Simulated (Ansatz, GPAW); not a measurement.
This is a calculation of FeO (Wuestite) for GPAW 26.7.0 (ASE script). 

run.py

```python
from ase.dft.bandgap import bandgap
from ase.io import read, write
from ase.units import Bohr, GPa
from gpaw import GPAW, PW
from gpaw.elf import elf_from_dft_calculation

atoms = read('FeO.xyz')
atoms.set_initial_magnetic_moments([3.0, 0.0])

calc = GPAW(mode=PW(800),
            xc='PBE',
            kpts={'size': (11, 11, 11), 'gamma': True},
            occupations={'name': 'methfessel-paxton', 'order': 0, 'width': 0.024},
            nbands=17,
            convergence={'density': 1e-05, 'energy': 1e-05},
            maxiter=150,
            txt='gpaw.txt')
atoms.calc = calc
energy = atoms.get_potential_energy()
forces = atoms.get_forces()
stress = atoms.get_stress()
calc.write('gs.gpw')
write('result.traj', atoms)
print(f'Energy: {energy:.6f} eV')
print('Forces (eV/A):')
print(forces.round(4))
print('Stress (GPa):', (stress / GPa).round(3))
print('Moments:', calc.get_magnetic_moments().round(3))
print('Fermi level:', round(calc.get_fermi_level(), 4), 'eV')
print(f'Gap: {bandgap(calc)[0]:.4f} eV, direct: {bandgap(calc, direct=True)[0]:.4f} eV')

# fields on the real-space grid
write('density.cube', atoms, data=calc.get_pseudo_density() * Bohr**3)
write('potential.cube', atoms, data=calc.get_electrostatic_potential())
write('spin.cube', atoms, data=(calc.get_pseudo_density(spin=0) - calc.get_pseudo_density(spin=1)) * Bohr**3)
write('elf.cube', atoms, data=elf_from_dft_calculation(calc).data)
```

Contents of FeO.xyz:

```xyz
2
Lattice="0.0000000000 2.1554000000 2.1554000000 2.1554000000 0.0000000000 2.1554000000 2.1554000000 2.1554000000 0.0000000000" Properties=species:S:1:pos:R:3 pbc="T T T"
Fe     0.0000000000      0.0000000000      0.0000000000
O      2.1554000000      2.1554000000      2.1554000000
```

Potentials or basis: GPAW PAW data sets (gpaw-data 1.2.1), pw.

Run with:

```sh
$ OMP_NUM_THREADS=1 python run.py
```

Q: What does the same run look like in Ansatz 0.2.0? Potentials or basis there: Ansatz PAW, cutoff 420 eV.

A: As run (cutoffs and basis follow the program's own potentials, and thresholds, step limits or extra output files can differ):

The input input.yaml:

```yaml
crystal:
  lattice:
    - [0.0, 2.1554, 2.1554]
    - [2.1554, 0.0, 2.1554]
    - [2.1554, 2.1554, 0.0]
  atoms:
    - { symbol: Fe, position: [0.0, 0.0, 0.0], spin: 3.0 }
    - { symbol: O, position: [0.5, 0.5, 0.5] }
hamiltonian:
  xc: pbe
  pseudopotentials: { kind: paw }
magnetization:
  spin_polarized: true
kpoints:
  mp_grid: { grid: [11, 11, 11] }
scf:
  occupations: { method: gaussian, width: 0.024 }
output:
  forces: true
  stress: true
  eigenvalues: true
  write_density: true
  write_potential: true
  elf: true
  volumetric_format: npy
```

Potentials or basis: Ansatz PAW.

Launch:

```bash
$ ansatz run input.yaml --threads 2 --pin off --max-ram 5632MiB --backend cpu --events-out ev --progress --plain --runs-dir out
```

Both were run:

|  | GPAW | Ansatz |
| --- | --- | --- |
| Pressure | 0.8 GPa | -0.3 GPa |
| Net moment | 4.00 μB per cell | 4.00 μB per cell |

Ansatz's pressure holds a Pulay term of +0.65 GPa for its cutoff of 420 eV, which the other run lacks.

The potentials hold 14 and 22 valence electrons a cell.

Where Ansatz's input types no cutoff or centring, it takes its own default and a Γ-centred mesh.

The magnetic state is the one that the start led to; the real crystal's order can differ.

Pressure is positive in compression.
